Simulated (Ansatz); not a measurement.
**Si: a line through an energy map**

How does the energy of Si (I4/mmm, No. 139; 4 atoms in the cell) vary with equal normal strain along x and y, at engineering shear strain xy = −3.5 %?

Computed with Ansatz 0.2.0 (DFT PBE, scalar-relativistic, plane waves, PAW, unless a step's input says otherwise).

8 further runs of the same task are left out: 8 set aside as unsound or not needed.

### Step 1. The system as given

Symmetry: I4/mmm, No. 139, tetragonal system. The conventional cell has a = 6.691 Å, b = 6.691 Å, c = 3.861 Å, α = 90.00°, β = 90.00°, γ = 90.00°. Around Si (site symmetry m2m) lie 4 Si at 2.36 to 2.39 Å.

Coordinates:

```cif
data_structure
_symmetry_space_group_name_H-M 'I4/mmm'
_symmetry_Int_Tables_number 139
_cell_length_a 6.6912
_cell_length_b 6.6912
_cell_length_c 3.8608
_cell_angle_alpha 90.000
_cell_angle_beta 90.000
_cell_angle_gamma 90.000
_cell_volume 172.86
loop_
_atom_site_label
_atom_site_type_symbol
_atom_site_symmetry_multiplicity
_atom_site_Wyckoff_symbol
_atom_site_fract_x
_atom_site_fract_y
_atom_site_fract_z
_atom_site_occupancy
Si1 Si 8 h 0.67861 0.67861 0.50000 1
```

It goes back to an entry of the Materials Project, which need not be the stable form.

It is the result of an earlier relaxation at this level (volume 21.61 Å³/atom; gap on the mesh: 0.41 eV).

### Step 2. Plan of the line

The energy is mapped over two homogeneous strains (x along [1 0 0], y along [0 1 0], z along [0 0 1] of the conventional cell).

The axes are (1) engineering shear strain xy: 9 values from −14.0 %; (2) equal normal strain along x and y: 9 values from −15.00 %.

Nothing else is relaxed (fractional coordinates fixed). Energies count from the relaxed crystal. Points are written as (first, second).

### Step 3. Point (−3.5 %, −15.00 %)

Input file input.yaml:

```yaml
crystal:
  lattice:
    - [-2.9022934407, 2.9022934407, 1.9304179815]
    - [2.9022934407, -2.9022934407, 1.9304179815]
    - [2.7851980281, 2.7851980281, -1.9304179815]
  atoms:
    - { symbol: Si, position: [0.1786105079, 0.1786105079, 0.3572210158] }
    - { symbol: Si, position: [0.8213894921, 0.8213894921, 0.6427789842] }
    - { symbol: Si, position: [0.1786105079, 0.8213894921, 0.0] }
    - { symbol: Si, position: [0.8213894921, 0.1786105079, 0.0] }
basis:
  ecutwfc: 420
kpoints:
  mp_grid: { grid: [10, 10, 10] }
hamiltonian:
  xc: pbe
  pseudopotentials: { kind: paw, azcp: { folder: soft_1 } }
scf:
  occupations: { method: gaussian, width: 0.05 }
output:
  forces: true
  stress: true
  eigenvalues: true
```

The run is started by

```console
$ ansatz run input.yaml --threads 1 --pin off --max-ram 2048MiB --backend cpu --events-out ev --progress --plain --runs-dir out
```

Output, cut to the lines that bear on the results:

```text
Warning: RAYON_NUM_THREADS=1 ignored (pool sized by the plan → 1); use --threads N
[...]
Pseudopotentials: kind: paw
Pseudopotential: Si, paw, valence charge 4, recommended cutoff 420 eV (normal), <dir>
Functional definition: PBE
[...]
Crystal: 4 atoms, lattice volume = 62.418 Å³
Basis set: ecut = 420 eV, 1227 PW (Γ), exchange–correlation on 64×64×60 points (8 copies of the dense FFT grid, shifted against one another)
Bands: 12, of which v1, the nominal top of the filled ones, is band 8 counted from 1 (7 counted from 0)
Symmetry: 8 space group operations
Space group: Fmmm (ITA 69), of the structure as read, at distance tolerance 4.0e-5 Å
k-points: 171 of 1000
[...]
SCF iter   1: F=—  HF=-2540.082413 eV  |F-HF|=—  |Δ(HF+E_count)|=         —  Δρ=6.88e-2  dr2=3.52e0  ethr=3.10e-3  ⟨swp⟩=7.7  Hψ=17465  notcnv=0
[...]
SCF iter   7: F=-2538.884516 eV  HF=-2538.884516 eV  |F-HF|=1.75e-8  |Δ(HF+E_count)|=   1.08e-6  Δρ=6.27e-6  dr2=3.39e-8  ethr=6.25e-10  ⟨swp⟩=7.5  Hψ=12840  notcnv=0
[...]
SCF converged after 7 iterations
Free energy (F): -2538.884516 eV
[...]
E sigma→0 (E₀):  -2538.883839 eV
Entropy (-TS):   -0.001354 eV (-0.338 meV/atom)
Fermi energy:    8.920442 eV
[...]
--- Forces (eV/Å), atoms counted from 1 ---
  atom   1  Si     4.01013310     4.01013310    -0.00000000
  atom   2  Si    -4.01013310    -4.01013310     0.00000000
  atom   3  Si    -4.59370041     4.59370041    -0.00000000
  atom   4  Si     4.59370041    -4.59370041     0.00000000
[...]
--- Stress (GPa, compression-positive) ---
       69.428562      -3.314262       0.000000
       -3.314262      69.428562      -0.000000
        0.000000      -0.000000      19.615164
  P = ⅓ Tr σ = 52.8241 GPa (528.241 kbar)
--- Band table (eV; the first three rows and the last of 171) ---
  k-point 0: bands = ["-5.2145", "2.2296", "2.7414", "3.3387", "3.9950", "6.6845", "6.9011", "8.1288", "8.7513", "10.6000", "10.7213", "11.9739"]
[...]
```

It took 8.5 s on 1 thread of AMD EPYC 7R43 (Zen 3), shared host; peak memory 0.44 GiB.

On the map this point reads 990 meV/atom.

### Step 4. The run at (−3.5 %, −11.25 %)

Changes to input.yaml since step 3:

```diff
@@ -2,5 +2,5 @@
   lattice:
-    - [-2.9022934407, 2.9022934407, 1.9304179815]
-    - [2.9022934407, -2.9022934407, 1.9304179815]
-    - [2.7851980281, 2.7851980281, -1.9304179815]
+    - [-3.0277528113, 3.0277528113, 1.9304179815]
+    - [3.0277528113, -3.0277528113, 1.9304179815]
+    - [2.9106573987, 2.9106573987, -1.9304179815]
   atoms:
```

The run is started by

```console
$ ansatz run input.yaml --threads 1 --pin off --max-ram 2048MiB --backend cpu --events-out ev --progress --plain --runs-dir out
```

Output, cut to the lines that bear on the results:

```text
Warning: RAYON_NUM_THREADS=1 ignored (pool sized by the plan → 1); use --threads N
[...]
[... 3 set-up lines as earlier in the session ...]
[...]
Crystal: 4 atoms, lattice volume = 68.049 Å³
Basis set: ecut = 420 eV, 1333 PW (Γ), exchange–correlation on 64×64×64 points (8 copies of the dense FFT grid, shifted against one another)
Bands: 12, of which v1, the nominal top of the filled ones, is band 8 counted from 1 (7 counted from 0)
[... 1 set-up line as earlier in the session ...]
Space group: Fmmm (ITA 69), of the structure as read, at distance tolerance 4.1e-5 Å
k-points: 171 of 1000
[...]
SCF iter   1: F=—  HF=-2541.754452 eV  |F-HF|=—  |Δ(HF+E_count)|=         —  Δρ=6.11e-2  dr2=2.88e0  ethr=3.10e-3  ⟨swp⟩=7.5  Hψ=17171  notcnv=0
[...]
SCF iter   8: F=-2540.832616 eV  HF=-2540.832616 eV  |F-HF|=7.44e-9  |Δ(HF+E_count)|=   5.26e-8  Δρ=2.66e-6  dr2=9.77e-9  ethr=6.25e-10  ⟨swp⟩=4.0  Hψ=6857  notcnv=0
[...]
SCF converged after 8 iterations
Free energy (F): -2540.832616 eV
[...]
E sigma→0 (E₀):  -2540.832149 eV
Entropy (-TS):   -0.000935 eV (-0.234 meV/atom)
Fermi energy:    8.002019 eV
[...]
--- Forces (eV/Å), atoms counted from 1 ---
  atom   1  Si     2.30167926     2.30167926     0.00000000
  atom   2  Si    -2.30167926    -2.30167926    -0.00000000
  atom   3  Si    -2.74649522     2.74649522     0.00000000
  atom   4  Si     2.74649522    -2.74649522    -0.00000000
[...]
--- Stress (GPa, compression-positive) ---
       43.025414      -1.348784      -0.000000
       -1.348784      43.025414       0.000000
        0.000000       0.000000      11.545421
  P = ⅓ Tr σ = 32.5321 GPa (325.321 kbar)
--- Band table (eV; the first three rows and the last of 171) ---
  k-point 0: bands = ["-5.5164", "0.9206", "1.9087", "2.4283", "3.4277", "5.9234", "6.1293", "7.2668", "8.2848", "9.7366", "9.8465", "11.1244"]
[...]
```

It took 9.3 s on 1 thread of AMD EPYC 7R43 (Zen 3), shared host; peak memory 0.46 GiB.

That is 503 meV/atom from the zero.

### Step 5. Point (−3.5 %, −7.50 %)

Changes to input.yaml since step 4:

```diff
@@ -2,5 +2,5 @@
   lattice:
-    - [-3.0277528113, 3.0277528113, 1.9304179815]
-    - [3.0277528113, -3.0277528113, 1.9304179815]
-    - [2.9106573987, 2.9106573987, -1.9304179815]
+    - [-3.1532121819, 3.1532121819, 1.9304179815]
+    - [3.1532121819, -3.1532121819, 1.9304179815]
+    - [3.0361167693, 3.0361167693, -1.9304179815]
   atoms:
```

The run is started by

```console
$ ansatz run input.yaml --threads 1 --pin off --max-ram 2048MiB --backend cpu --events-out ev --progress --plain --runs-dir out
```

Output, cut to the lines that bear on the results:

```text
[...]
SCF converged after 8 iterations
Free energy (F): -2542.033527 eV
[...]
E sigma→0 (E₀):  -2542.033262 eV
Entropy (-TS):   -0.000529 eV (-0.132 meV/atom)
Fermi energy:    7.220883 eV
[...]
--- Forces (eV/Å), atoms counted from 1 ---
  atom   1  Si     1.12642856     1.12642856     0.00000000
  atom   2  Si    -1.12642856    -1.12642856     0.00000000
  atom   3  Si    -1.47154247     1.47154247     0.00000000
  atom   4  Si     1.47154247    -1.47154247     0.00000000
[...]
--- Stress (GPa, compression-positive) ---
       23.461162      -0.164799       0.000000
       -0.164799      23.461162      -0.000000
        0.000000      -0.000000       6.322308
  P = ⅓ Tr σ = 17.7482 GPa (177.482 kbar)
--- Band table (eV; the first three rows and the last of 171) ---
  k-point 0: bands = ["-5.7939", "-0.2318", "1.1752", "1.6281", "2.9000", "5.2467", "5.4411", "6.4758", "7.8580", "8.9567", "9.0372", "9.9266"]
[...]
```

Wall time 9.7 s (1 thread of AMD EPYC 7R43 (Zen 3), shared host); peak memory 0.47 GiB.

On the map this point reads 203 meV/atom.

### Step 6. Point (−3.5 %, 0.00 %)

Changes to input.yaml since step 5:

```diff
@@ -2,5 +2,5 @@
   lattice:
-    - [-3.1532121819, 3.1532121819, 1.9304179815]
-    - [3.1532121819, -3.1532121819, 1.9304179815]
-    - [3.0361167693, 3.0361167693, -1.9304179815]
+    - [-3.4041309232, 3.4041309232, 1.9304179815]
+    - [3.4041309232, -3.4041309232, 1.9304179815]
+    - [3.2870355106, 3.2870355106, -1.9304179815]
   atoms:
```

The run is started by

```console
$ ansatz run input.yaml --threads 1 --pin off --max-ram 2048MiB --backend cpu --events-out ev --progress --plain --runs-dir out
```

Output, cut to the lines that bear on the results:

```text
[...]
SCF converged after 8 iterations
Free energy (F): -2542.831759 eV
[...]
E sigma→0 (E₀):  -2542.831757 eV
Entropy (-TS):   -0.000004 eV (-0.001 meV/atom)
Fermi energy:    5.944602 eV
[...]
--- Forces (eV/Å), atoms counted from 1 ---
  atom   1  Si    -0.08708863    -0.08708863     0.00000000
  atom   2  Si     0.08708863     0.08708863    -0.00000000
  atom   3  Si    -0.08677345     0.08677345     0.00000000
  atom   4  Si     0.08677345    -0.08677345     0.00000000
[...]
--- Stress (GPa, compression-positive) ---
       -0.048130       1.309142       0.000000
        1.309142      -0.048130      -0.000000
       -0.000000      -0.000000       0.045072
  P = ⅓ Tr σ = -0.0171 GPa (-0.171 kbar)
--- Band table (eV; the first three rows and the last of 171) ---
  k-point 0: bands = ["-6.2860", "-2.1370", "-0.0532", "0.2959", "1.9549", "4.1209", "4.2812", "5.1090", "7.0980", "7.2161", "7.2207", "7.9012"]
[...]
```

Wall time 11 s (1 thread of AMD EPYC 7R43 (Zen 3), shared host); peak memory 0.49 GiB.

That is 3.1 meV/atom from the zero.

### Step 7. Grid point (−3.5 %, 3.75 %)

Changes to input.yaml since step 6:

```diff
@@ -2,5 +2,5 @@
   lattice:
-    - [-3.4041309232, 3.4041309232, 1.9304179815]
-    - [3.4041309232, -3.4041309232, 1.9304179815]
-    - [3.2870355106, 3.2870355106, -1.9304179815]
+    - [-3.5295902938, 3.5295902938, 1.9304179815]
+    - [3.5295902938, -3.5295902938, 1.9304179815]
+    - [3.4124948812, 3.4124948812, -1.9304179815]
   atoms:
```

The run is started by

```console
$ ansatz run input.yaml --threads 1 --pin off --max-ram 2048MiB --backend cpu --events-out ev --progress --plain --runs-dir out
```

Output, cut to the lines that bear on the results:

```text
[...]
SCF converged after 8 iterations
Free energy (F): -2542.683319 eV
[...]
E sigma→0 (E₀):  -2542.683317 eV
Entropy (-TS):   -0.000003 eV (-0.001 meV/atom)
Fermi energy:    5.130795 eV
[...]
--- Forces (eV/Å), atoms counted from 1 ---
  atom   1  Si    -0.31920068    -0.31920068    -0.00000000
  atom   2  Si     0.31920068     0.31920068     0.00000000
  atom   3  Si     0.18075579    -0.18075579     0.00000000
  atom   4  Si    -0.18075579     0.18075579     0.00000000
[...]
--- Stress (GPa, compression-positive) ---
       -6.701313       1.407163       0.000000
        1.407163      -6.701313      -0.000000
        0.000000      -0.000000      -1.536000
  P = ⅓ Tr σ = -4.9795 GPa (-49.795 kbar)
--- Band table (eV; the first three rows and the last of 171) ---
  k-point 0: bands = ["-6.5123", "-2.9256", "-0.5828", "-0.2759", "1.5259", "3.6442", "3.7994", "4.5132", "6.1969", "6.2093", "6.7520", "7.3196"]
[...]
```

Run time: 12 s. Hardware: 1 thread of AMD EPYC 7R43 (Zen 3), shared host; peak memory 0.51 GiB.

Energy on the map's scale: 40 meV/atom.

### Step 8. Point (−3.5 %, 7.50 %)

Changes to input.yaml since step 7:

```diff
@@ -2,5 +2,5 @@
   lattice:
-    - [-3.5295902938, 3.5295902938, 1.9304179815]
-    - [3.5295902938, -3.5295902938, 1.9304179815]
-    - [3.4124948812, 3.4124948812, -1.9304179815]
+    - [-3.6550496645, 3.6550496645, 1.9304179815]
+    - [3.6550496645, -3.6550496645, 1.9304179815]
+    - [3.5379542519, 3.5379542519, -1.9304179815]
   atoms:
```

The run is started by

```console
$ ansatz run input.yaml --threads 1 --pin off --max-ram 2048MiB --backend cpu --events-out ev --progress --plain --runs-dir out
```

Output, cut to the lines that bear on the results:

```text
Warning: RAYON_NUM_THREADS=1 ignored (pool sized by the plan → 1); use --threads N
[...]
[... 3 set-up lines as earlier in the session ...]
[...]
Crystal: 4 atoms, lattice volume = 99.852 Å³
Basis set: ecut = 420 eV, 1951 PW (Γ), exchange–correlation on 80×80×72 points (8 copies of the dense FFT grid, shifted against one another)
Bands: 12, of which v1, the nominal top of the filled ones, is band 8 counted from 1 (7 counted from 0)
[... 1 set-up line as earlier in the session ...]
Space group: Fmmm (ITA 69), of the structure as read, at distance tolerance 4.6e-5 Å
k-points: 171 of 1000
[...]
SCF iter   1: F=—  HF=-2542.550619 eV  |F-HF|=—  |Δ(HF+E_count)|=         —  Δρ=3.65e-2  dr2=1.29e0  ethr=3.10e-3  ⟨swp⟩=7.1  Hψ=16102  notcnv=0
[...]
SCF iter   8: F=-2542.298649 eV  HF=-2542.298649 eV  |F-HF|=3.90e-9  |Δ(HF+E_count)|=   1.66e-7  Δρ=1.95e-6  dr2=4.03e-9  ethr=6.25e-10  ⟨swp⟩=6.8  Hψ=10982  notcnv=0
[...]
SCF converged after 8 iterations
Free energy (F): -2542.298649 eV
[...]
E sigma→0 (E₀):  -2542.298641 eV
Entropy (-TS):   -0.000015 eV (-0.004 meV/atom)
Fermi energy:    4.372803 eV
[...]
--- Forces (eV/Å), atoms counted from 1 ---
  atom   1  Si    -0.39432918    -0.39432918     0.00000000
  atom   2  Si     0.39432918     0.39432918     0.00000000
  atom   3  Si     0.28322227    -0.28322227     0.00000000
  atom   4  Si    -0.28322227     0.28322227     0.00000000
[...]
--- Stress (GPa, compression-positive) ---
      -10.988781       1.392773       0.000000
        1.392773     -10.988781       0.000000
        0.000000       0.000000      -2.533327
  P = ⅓ Tr σ = -8.1703 GPa (-81.703 kbar)
--- Band table (eV; the first three rows and the last of 171) ---
  k-point 0: bands = ["-6.7249", "-3.6236", "-1.0665", "-0.7959", "1.1289", "3.2204", "3.3710", "3.9731", "5.2522", "5.2637", "6.4262", "6.8257"]
[...]
```

It took 12 s on 1 thread of AMD EPYC 7R43 (Zen 3), shared host; peak memory 0.53 GiB.

On the map this point reads 136 meV/atom.

### Step 9. The run at (−3.5 %, 11.25 %)

Changes to input.yaml since step 8:

```diff
@@ -2,5 +2,5 @@
   lattice:
-    - [-3.6550496645, 3.6550496645, 1.9304179815]
-    - [3.6550496645, -3.6550496645, 1.9304179815]
-    - [3.5379542519, 3.5379542519, -1.9304179815]
+    - [-3.7805090351, 3.7805090351, 1.9304179815]
+    - [3.7805090351, -3.7805090351, 1.9304179815]
+    - [3.6634136225, 3.6634136225, -1.9304179815]
   atoms:
```

The run is started by

```console
$ ansatz run input.yaml --threads 1 --pin off --max-ram 2048MiB --backend cpu --events-out ev --progress --plain --runs-dir out
```

Output, cut to the lines that bear on the results:

```text
[...]
SCF converged after 8 iterations
Free energy (F): -2541.750839 eV
[...]
E sigma→0 (E₀):  -2541.750754 eV
Entropy (-TS):   -0.000170 eV (-0.043 meV/atom)
Fermi energy:    3.704944 eV
[...]
--- Forces (eV/Å), atoms counted from 1 ---
  atom   1  Si    -0.36297342    -0.36297342    -0.00000000
  atom   2  Si     0.36297342     0.36297342     0.00000000
  atom   3  Si     0.27415121    -0.27415121     0.00000000
  atom   4  Si    -0.27415121     0.27415121    -0.00000000
[...]
--- Stress (GPa, compression-positive) ---
      -13.552764       1.308720       0.000000
        1.308720     -13.552764      -0.000000
        0.000000      -0.000000      -3.101699
  P = ⅓ Tr σ = -10.0691 GPa (-100.691 kbar)
--- Band table (eV; the first three rows and the last of 171) ---
  k-point 0: bands = ["-6.9259", "-4.2435", "-1.5136", "-1.2742", "0.7622", "2.8427", "2.9888", "3.4824", "4.3956", "4.4011", "6.1176", "6.3869"]
[...]
```

Wall time 12 s (1 thread of AMD EPYC 7R43 (Zen 3), shared host); peak memory 0.53 GiB.

On the map this point reads 273 meV/atom.

### Step 10. Point (−3.5 %, 15.00 %)

Changes to input.yaml since step 9:

```diff
@@ -2,5 +2,5 @@
   lattice:
-    - [-3.7805090351, 3.7805090351, 1.9304179815]
-    - [3.7805090351, -3.7805090351, 1.9304179815]
-    - [3.6634136225, 3.6634136225, -1.9304179815]
+    - [-3.9059684057, 3.9059684057, 1.9304179815]
+    - [3.9059684057, -3.9059684057, 1.9304179815]
+    - [3.7888729931, 3.7888729931, -1.9304179815]
   atoms:
```

The run is started by

```console
$ ansatz run input.yaml --threads 1 --pin off --max-ram 2048MiB --backend cpu --events-out ev --progress --plain --runs-dir out
```

Output, cut to the lines that bear on the results:

```text
Warning: RAYON_NUM_THREADS=1 ignored (pool sized by the plan → 1); use --threads N
[...]
[... 3 set-up lines as earlier in the session ...]
[...]
Crystal: 4 atoms, lattice volume = 114.275 Å³
Basis set: ecut = 420 eV, 2253 PW (Γ), exchange–correlation on 80×80×80 points (8 copies of the dense FFT grid, shifted against one another)
Bands: 12, of which v1, the nominal top of the filled ones, is band 8 counted from 1 (7 counted from 0)
[... 1 set-up line as earlier in the session ...]
Space group: Fmmm (ITA 69), of the structure as read, at distance tolerance 4.9e-5 Å
k-points: 171 of 1000
[...]
SCF iter   1: F=—  HF=-2541.281189 eV  |F-HF|=—  |Δ(HF+E_count)|=         —  Δρ=3.07e-2  dr2=1.06e0  ethr=3.10e-3  ⟨swp⟩=7.3  Hψ=16157  notcnv=0
[...]
SCF iter   7: F=-2541.098501 eV  HF=-2541.098501 eV  |F-HF|=3.07e-8  |Δ(HF+E_count)|=   5.16e-7  Δρ=3.43e-6  dr2=2.17e-8  ethr=6.25e-10  ⟨swp⟩=7.2  Hψ=12164  notcnv=0
[...]
SCF converged after 7 iterations
Free energy (F): -2541.098501 eV
[...]
E sigma→0 (E₀):  -2541.098369 eV
Entropy (-TS):   -0.000265 eV (-0.066 meV/atom)
Fermi energy:    3.140908 eV
[...]
--- Forces (eV/Å), atoms counted from 1 ---
  atom   1  Si    -0.28360760    -0.28360760    -0.00000000
  atom   2  Si     0.28360760     0.28360760     0.00000000
  atom   3  Si     0.21755190    -0.21755190     0.00000000
  atom   4  Si    -0.21755190     0.21755190     0.00000000
[...]
--- Stress (GPa, compression-positive) ---
      -14.795009       1.174801      -0.000000
        1.174801     -14.795009      -0.000000
       -0.000000      -0.000000      -3.464929
  P = ⅓ Tr σ = -11.0183 GPa (-110.183 kbar)
--- Band table (eV; the first three rows and the last of 171) ---
  k-point 0: bands = ["-7.1185", "-4.8006", "-1.9309", "-1.7180", "0.4243", "2.5022", "2.6421", "3.0360", "3.6190", "3.6209", "5.8248", "5.9872"]
[...]
```

It took 12 s on 1 thread of AMD EPYC 7R43 (Zen 3), shared host; peak memory 0.55 GiB.

On the map this point reads 436 meV/atom.

### Step 11. The line in numbers

```
equal normal strain along x and y (%)  step  energy (meV/atom)  slope (meV/atom per %)  pressure (GPa)  band gap on the k-mesh (eV)  largest force on an atom (eV/Å)
                               −15.00     3                990                    −159              53                        0.000                              6.5
                               −11.25     4                503                    −103              33                        0.000                              3.9
                                −7.50     5                203                     −59              18                        0.000                              2.1
                                −3.75     –                 48                     −25               7                        0.000                              0.9
                                 0.00     6                3.1                       0               0                        0.194                              0.1
                                 3.75     7                 40                      19              −5                        0.197                              0.5
                                 7.50     8                136                      32              −8                        0.152                              0.6
                                11.25     9                273                      41             −10                        0.050                              0.5
                                15.00    10                436                      46             −11                        0.000                              0.4
```

Energies count from the relaxed crystal. Rows without a step come from runs not printed here or follow by symmetry. Slopes come from the forces (and the stress, where the cell changes), not from differences of energies.

The lowest point of the line is at 0.00 %, 3.1 meV/atom from the zero. A fit to energies and slopes at the lowest point and its two neighbours puts the minimum at −0.019 %, with a curvature of about 5.8 meV/atom per %². Divided by the reference volume, that is a stiffness of about 430 GPa for this pattern of strain, with the ions clamped. The well is lopsided: two grid steps out, the energy rises by 200 meV/atom towards smaller values and 133 meV/atom towards larger ones. The highest point computed, at −15.00 %, lies 987 meV/atom above the lowest. The gap on the mesh reads zero on part of the line; semilocal functionals close small gaps early. This is one cut through a surface in two coordinates; the map's lowest point lies off it. The gap on the mesh closes on part of the grid.
